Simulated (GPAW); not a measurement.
# MoP (P-6m2) in GPAW: convergence with plane-wave cutoff (eV)

Aim: find how far plane-wave cutoff (eV) must go before the results for MoP settle, at PBE. This setting moves, with any that are tied to it; all else stays.

All numbers are computed with GPAW 26.7.0; they aren't measurements. Logs are shortened: lines on timing, memory, paths and dates and some standing lists are left out, and cuts for length are marked. The log counts tension as positive stress, the text compression.

## Step 1: Starting point

Symmetry: P-6m2, No. 187, hexagonal system. The conventional cell has a = 3.223 Å, b = 3.223 Å, c = 3.191 Å, α = 90.00°, β = 90.00°, γ = 120.00°. Mo (site symmetry -6m2) has 6 P at 2.45 Å as nearest neighbours. P (site symmetry -6m2) is surrounded by 6 Mo at 2.45 Å.

## Step 2: With plane-wave cutoff (eV) 200

Input file run.py:

```python
from ase.dft.bandgap import bandgap
from ase.io import read, write
from ase.units import GPa
from gpaw import GPAW, PW

atoms = read('POSCAR')

calc = GPAW(mode=PW(200),
            xc='PBE',
            kpts={'size': (7, 7, 6), 'gamma': True},
            occupations={'name': 'fermi-dirac', 'width': 0.05},
            nbands=20,
            convergence={'density': 1e-05, 'energy': 1e-05},
            maxiter=100,
            txt='gpaw.txt')
atoms.calc = calc
energy = atoms.get_potential_energy()
forces = atoms.get_forces()
stress = atoms.get_stress()
calc.write('gs.gpw')
write('result.traj', atoms)
print(f'Energy: {energy:.6f} eV')
print('Forces (eV/A):')
print(forces.round(4))
print('Stress (GPa):', (stress / GPa).round(3))
print('Fermi level:', round(calc.get_fermi_level(), 4), 'eV')
print(f'Gap: {bandgap(calc)[0]:.4f} eV, direct: {bandgap(calc, direct=True)[0]:.4f} eV')
```

Input file POSCAR:

```
MoP
1.0
    3.2230000000      0.0000000000      0.0000000000
   -1.6115000000      2.7911998764      0.0000000000
    0.0000000000      0.0000000000      3.1910000000
Mo P
1 1
Direct
    0.0000000000      0.0000000000      0.0000000000
    0.3333333333      0.6666666667      0.5000000000
```

Potentials or basis: GPAW PAW data sets (gpaw-data 1.2.1), pw.

Run with:

```console
$ OMP_NUM_THREADS=1 python run.py
```

gpaw.txt:

```text
__  _  _
 | _ |_)|_||  |
 |__||  | ||/\| - 26.7.0

Input parameters:
  mode=PW(ecut=200.0),
  convergence={'density': 1e-05, 'energy': 1e-05},
  kpts=MonkhorstPack(size=(7, 7, 6), gamma=True),
  maxiter=100,
  nbands=20,
  occupations=Occupations(name='fermi-dirac', width=0.05),
  xc=XC(name='PBE')

Diagonalizing LCAO Hamiltonian
Converting LCAO to pw mode

         P

       Mo

Atoms  # Å, Bohr magnetons
|   | symbol |         x |        y |        z |    initial magnetic moments |
|---|--------|-----------|----------|----------|-----------------------------|
| 0 |     Mo |  0.000000 | 0.000000 | 0.000000 | ( 0.0000,  0.0000,  0.0000) |
| 1 |      P | -0.000000 | 1.860800 | 1.595500 | ( 0.0000,  0.0000,  0.0000) |

Unit cell  # Å
| periodic |         x |        y |        z |  lengths |     angles |
|----------|-----------|----------|----------|----------|------------|
|      yes |  3.223000 | 0.000000 | 0.000000 | 3.223000 |  90.000000 |
|      yes | -1.611500 | 2.791200 | 0.000000 | 3.223000 |  90.000000 |
|      yes |  0.000000 | 0.000000 | 3.191000 | 3.191000 | 120.000000 |

Number of symmetries: 12
Symmetry operations  # r_c * U_cc + t_c -> r_c
|    | kind |            matrix            |
|----|------|------------------------------|
|  0 |  σ   |  1, 1, 0,  0,-1, 0,  0, 0, 1 |
|  1 |  C2  |  1, 1, 0,  0,-1, 0,  0, 0,-1 |
|  2 |  E   |  1, 0, 0,  0, 1, 0,  0, 0, 1 |
|  3 |  σ   |  1, 0, 0,  0, 1, 0,  0, 0,-1 |
|  4 |  C3  |  0, 1, 0, -1,-1, 0,  0, 0, 1 |
|  5 |  S3  |  0, 1, 0, -1,-1, 0,  0, 0,-1 |
|  6 |  σ   |  0,-1, 0, -1, 0, 0,  0, 0, 1 |
|  7 |  C2  |  0,-1, 0, -1, 0, 0,  0, 0,-1 |
|  8 |  σ   | -1, 0, 0,  1, 1, 0,  0, 0, 1 |
|  9 |  C2  | -1, 0, 0,  1, 1, 0,  0, 0,-1 |
| 10 |  C3  | -1,-1, 0,  1, 0, 0,  0, 0, 1 |
| 11 |  S3  | -1,-1, 0,  1, 0, 0,  0, 0,-1 |

BZ-sampling:
  Number of BZ points: 294
  Number of IBZ points: 32

  Monkhorst-Pack size: [7, 7, 6]
  Monkhorst-Pack shift: [0.0, 0.0, 0.08333333333333333]

K-points  # in reciprocal-cell coordinates
|     |                                coordinates |     weight |
|-----|--------------------------------------------|------------|
|   0 | (  0.00000000,   0.00000000,   0.00000000) | 0.00340136 |
|   1 | (  0.00000000,   0.00000000,   0.16666667) | 0.00680272 |
|   2 | (  0.00000000,   0.00000000,   0.33333333) | 0.00680272 |
|   3 | (  0.00000000,   0.00000000,   0.50000000) | 0.00340136 |
|   4 | (  0.14285714,   0.00000000,   0.00000000) | 0.02040816 |
|   5 | (  0.14285714,   0.00000000,   0.16666667) | 0.04081633 |
|   6 | (  0.14285714,   0.00000000,   0.33333333) | 0.04081633 |
|   7 | (  0.14285714,   0.00000000,   0.50000000) | 0.02040816 |
|   8 | (  0.28571429,  -0.14285714,   0.00000000) | 0.02040816 |
|   9 | (  0.28571429,  -0.14285714,   0.16666667) | 0.04081633 |
| ... |                                            |            |
|  31 | (  0.42857143,   0.42857143,   0.50000000) | 0.02040816 |

Plane wave coefficients: 199
Cutoff: 200.0 eV

Spin-components: 1 (collinear spins)
Bands:           20
Projectors:      11
Spin-degeneracy: 2
Datatype:        complex128

Parallelization:
  kpt:    1
  domain: 1
  band:   1

Density:
  Valence electrons: 19.0
  Components: 1
  Grid points: [12 12 12]
  Charge: 0.0  # |e|

Potential:
  Grid points: [12 12 12]

species:
  Mo:
    name:    Molybdenum
    Z:       42.0
    valence: 14
    core:    28
    charge:  0.0  # [|e|]
    compensation charges:
      type: gauss
      rc: 0.38  # [Å]
      lmax: 2
    cutoffs:
      filter: 2.16  # [Å]
      core: 1.42  # [Å]
    projectors
    | kind |    occ | energy [eV] | rcut [Å] |
    |------|--------|-------------|----------|
    |   4s |  2.000 |     -64.307 |    1.238 |
    |   5s |  1.000 |      -4.084 |    1.238 |
    |   4p |  6.000 |     -38.491 |    1.296 |
    |   5p |  0.000 |      -1.044 |    1.296 |
    |   4d |  5.000 |      -3.754 |    1.296 |
    |    d |        |      23.458 |    1.296 |

    Using partial waves for Mo as LCAO basis

  P:
    name:    Phosphorus
    Z:       15.0
    valence: 5
    core:    10
    charge:  0.0  # [|e|]
    compensation charges:
      type: gauss
      rc: 0.30  # [Å]
      lmax: 2
    cutoffs:
      filter: 1.69  # [Å]
      core: 1.81  # [Å]
    projectors
    | kind |    occ | energy [eV] | rcut [Å] |
    |------|--------|-------------|----------|
    |   3s |  2.000 |     -13.968 |    0.953 |
    |   3p |  3.000 |      -5.506 |    0.953 |
    |    s |        |      13.244 |    0.953 |
    |    p |        |      21.705 |    0.953 |
    |    d |        |       0.000 |    0.953 |

    Using partial waves for P as LCAO basis

Reference energy: -119436.986290  # eV

eigensolver:
  PPCG
  Converge bands: occupied
  niter=2

density mixing:
  MSR1-Mixer
  Pratt-step length: 0.05
  Maximum mixing coefficient: 0.75
  Old densities: 10
  SVD Regularization: 0.005
  Good broyden scale: 1.0
  Trust region scale: 1.0
  Backstep threshold: 4.0
  History deletion threshold: 6.0
  Fourier metric: weight=20.0, sigma=0.015

occupation numbers:
  Fermi-Dirac:
    width: 0.0500  # eV

poisson solver:
  ecut: 1600.0  # eV

xc functional:
  name: PBE with 2 nearest neighbor stencil

convergence criteria:
- Maximum integral of absolute [dens]ity change: 1e-05 electrons / valence electron
- Maximum [total energy] change in last 3 cyles: 1e-05 eV / valence electron
- Maximum integral of absolute [eigenst]ate change: 4e-08 eV^2 / valence electron
maximum number of iterations: 100

SCF iterations
|iter     | |      energy | eigst |  dens |
|---------|-|-------------|-------|-------|
|iter:   1| |  -18.223214 | +0.21 |       |
|iter:   2| |  -17.854878 | -2.51 | -0.97 |
|iter:   3| |  -16.989700 | -1.60 | -1.03 |
|iter:   4| |  -16.978449 | -3.40 | -1.60 |
|iter:   5| |  -16.977569 | -3.96 | -1.87 |
|iter:   6| |  -16.977384 | -5.00 | -2.68 |
|iter:   7| |  -16.977389c| -6.67 | -3.43 |
|iter:   8| |  -16.977388c| -8.06c| -4.14 |
|iter:   9| |  -16.977388c| -7.73c| -4.90 |
|iter:  10| |  -16.977388c| -9.22c| -5.54c|

Converged in 10 steps
Energy contributions relative to reference atoms: (reference = -119436.986290)

Energy contributions:
  Kinetic:          12.309587
  Coulomb:         -15.023534
  Zero:              0.400521
  External:          0.000000
  Xc:              -14.659388
  Entropy:          -0.009148
  Spinorbit:         0.000000
  ----------------------------
  Free energy:     -16.981962
  Extrapolated:    -16.977388

dipole moment: (-7.879484, -9.261241, -11.841463)  # |e|*Ang

Fermi level: 12.430
Eigenvalues  # (at kpt = [0.000, 0.000, 0.000])
| band index |      eig [eV] | occ [0-2] |
|------------|---------------|-----------|
|          0 |       -48.791 |     2.000 |
|          1 |       -22.939 |     2.000 |
|          2 |       -22.705 |     2.000 |
|          3 |       -22.705 |     2.000 |
|          4 |        -1.439 |     2.000 |
|          5 |         8.325 |     2.000 |
[... 9 lines left out ...]
|         15 |        21.461 |     0.000 |
|         16 |        21.516 |     0.000 |
|        ... |               |           |
|         19 |        30.804 |     0.000 |

No gap
No difference between direct/indirect transitions

Forces  # eV/Ang
|       x |       y |       z |
|---------|---------|---------|
| 0.00000 | 0.00000 | 0.00000 |  # Mo   0
| 0.00000 | 0.00000 | 0.00000 |  # P    1

Stress tensor  # eV/Ang^3
|         x |        y |        z |
|-----------|----------|----------|
|  0.023144 | 0.000000 | 0.000000 |
| -0.000000 | 0.023144 | 0.000000 |
|  0.000000 | 0.000000 | 0.031309 |

# Writing to gs.gpw (mode='')
```

stdout:

```text
Energy: -16.977388 eV
Forces (eV/A):
[[0. 0. 0.]
 [0. 0. 0.]]
Stress (GPa): [3.708 3.708 5.016 0.    0.    0.   ]
Fermi level: 12.4296 eV
Gap: 0.0000 eV, direct: 0.0000 eV
```

Run time: 5.4 s. Hardware: 1 thread of Arm Neoverse V1, shared host; peak memory 0.12 GiB.

What came out:

| Property | Result |
| --- | --- |
| Free energy | -16.9820 eV |
| Pressure | -4.1 GPa |
| Band gap on the k mesh | none (metal or under the smearing width) |

## Step 3: With plane-wave cutoff (eV) 250

run.py, as its differences from that of step 2:

```diff
@@ -7,3 +7,3 @@
 
-calc = GPAW(mode=PW(200),
+calc = GPAW(mode=PW(250),
             xc='PBE',
```

POSCAR is that of step 2.

Potentials or basis: GPAW PAW data sets (gpaw-data 1.2.1), pw.

Run with:

```console
$ OMP_NUM_THREADS=1 python run.py
```

Wall time 5.6 s (1 thread of Arm Neoverse V1, shared host); peak memory 0.12 GiB.

What came out:

* Free energy: -17.4379 eV
* Pressure: -4.2 GPa
* Band gap on the k mesh: none (metal or under the smearing width)

## Step 4: With plane-wave cutoff (eV) 300

run.py, as its differences from that of step 3:

```diff
@@ -7,3 +7,3 @@
 
-calc = GPAW(mode=PW(250),
+calc = GPAW(mode=PW(300),
             xc='PBE',
```

POSCAR is that of step 3.

Run with:

```console
$ OMP_NUM_THREADS=1 python run.py
```

Run time: 6.7 s. Hardware: 1 thread of Arm Neoverse V1, shared host; peak memory 0.13 GiB.

Results:

```
Free energy            : -17.7504 eV
Pressure               : -1.8 GPa
Band gap on the k mesh : none (metal or under the smearing width)
```

## Step 5: With plane-wave cutoff (eV) 350

run.py, as its differences from that of step 4:

```diff
@@ -7,3 +7,3 @@
 
-calc = GPAW(mode=PW(300),
+calc = GPAW(mode=PW(350),
             xc='PBE',
```

POSCAR is that of step 4.

Run with:

```console
$ OMP_NUM_THREADS=1 python run.py
```

Wall time 7 s (1 thread of Arm Neoverse V1, shared host); peak memory 0.13 GiB.

What came out:

```yaml
Free_energy: -17.8928 eV
Pressure: 0.7 GPa
Band_gap_on_the_k_mesh: none (metal or under the smearing width)
```

## Step 6: With plane-wave cutoff (eV) 400

run.py, as its differences from that of step 5:

```diff
@@ -7,3 +7,3 @@
 
-calc = GPAW(mode=PW(350),
+calc = GPAW(mode=PW(400),
             xc='PBE',
```

POSCAR is that of step 5.

Potentials or basis: GPAW PAW data sets (gpaw-data 1.2.1), pw.

Run with:

```console
$ OMP_NUM_THREADS=1 python run.py
```

Wall time 7.7 s (1 thread of Arm Neoverse V1, shared host); peak memory 0.13 GiB.

What came out:

```
Free energy            : -17.9465 eV
Pressure               : 2.1 GPa
Band gap on the k mesh : none (metal or under the smearing width)
```

## Step 7: With plane-wave cutoff (eV) 500

run.py, as its differences from that of step 6:

```diff
@@ -7,3 +7,3 @@
 
-calc = GPAW(mode=PW(400),
+calc = GPAW(mode=PW(500),
             xc='PBE',
```

POSCAR is that of step 6.

Run with:

```console
$ OMP_NUM_THREADS=1 python run.py
```

Wall time 13 s (1 thread of Arm Neoverse V1, shared host); peak memory 0.14 GiB.

Results (log left out):

```yaml
Free_energy: -17.9710 eV
Pressure: 2.9 GPa
Band_gap_on_the_k_mesh: none (metal or under the smearing width)
```

## Step 8: With plane-wave cutoff (eV) 600

run.py, as its differences from that of step 7:

```diff
@@ -7,3 +7,3 @@
 
-calc = GPAW(mode=PW(500),
+calc = GPAW(mode=PW(600),
             xc='PBE',
```

POSCAR is that of step 7.

Run with:

```console
$ OMP_NUM_THREADS=1 python run.py
```

Run time: 12 s. Hardware: 1 thread of Arm Neoverse V1, shared host; peak memory 0.15 GiB.

Results (log left out):

- Free energy: -17.9751 eV
- Pressure: 3.0 GPa
- Band gap on the k mesh: none (metal or under the smearing width)

## Step 9: With plane-wave cutoff (eV) 800

run.py, as its differences from that of step 8:

```diff
@@ -7,3 +7,3 @@
 
-calc = GPAW(mode=PW(600),
+calc = GPAW(mode=PW(800),
             xc='PBE',
```

POSCAR is that of step 8.

Potentials or basis: GPAW PAW data sets (gpaw-data 1.2.1), pw.

Run with:

```console
$ OMP_NUM_THREADS=1 python run.py
```

Run time: 21 s. Hardware: 1 thread of Arm Neoverse V1, shared host; peak memory 0.16 GiB.

Results (log left out):

```yaml
Free_energy: -17.9779 eV
Pressure: 3.0 GPa
Band_gap_on_the_k_mesh: none (metal or under the smearing width)
```

## Step 10: With plane-wave cutoff (eV) 1000

run.py, as its differences from that of step 9:

```diff
@@ -7,3 +7,3 @@
 
-calc = GPAW(mode=PW(800),
+calc = GPAW(mode=PW(1000),
             xc='PBE',
```

POSCAR is that of step 9.

Run with:

```console
$ OMP_NUM_THREADS=1 python run.py
```

It took 23 s on 1 thread of Arm Neoverse V1, shared host; peak memory 0.18 GiB.

The run converged. Its results:

| Item | Value |
| --- | --- |
| Free energy | -17.9782 eV |
| Pressure | 3.0 GPa |
| Band gap on the k mesh | none (metal or under the smearing width) |

## Step 11: Result

| plane-wave cutoff (eV) | energy less the tightest run, at zero smearing (meV/atom) | pressure (GPa) | SCF cycles | CPU time (s) | peak memory (GiB) |
| --- | --- | --- | --- | --- | --- |
| 200 | 498.14 | -4.14 | 10 | 5.4 | 0.12 |
| 250 | 270.20 | -4.22 | 10 | 5.6 | 0.12 |
| 300 | 113.90 | -1.83 | 10 | 6.7 | 0.13 |
| 350 | 42.72 | 0.69 | 10 | 7 | 0.13 |
| 400 | 15.85 | 2.14 | 10 | 7.7 | 0.13 |
| 500 | 3.63 | 2.94 | 10 | 13 | 0.14 |
| 600 | 1.58 | 2.99 | 10 | 12 | 0.15 |
| 800 | 0.18 | 3.03 | 10 | 21 | 0.16 |
| 1000 | 0.00 | 3.04 | 10 | 23 | 0.18 |

Against the tightest run, the energy stays within 1 meV/atom from 800 on; the pressure stays within 0.1 GPa from 600 on. The tightest run that finished is the yardstick and may itself not be fully converged.
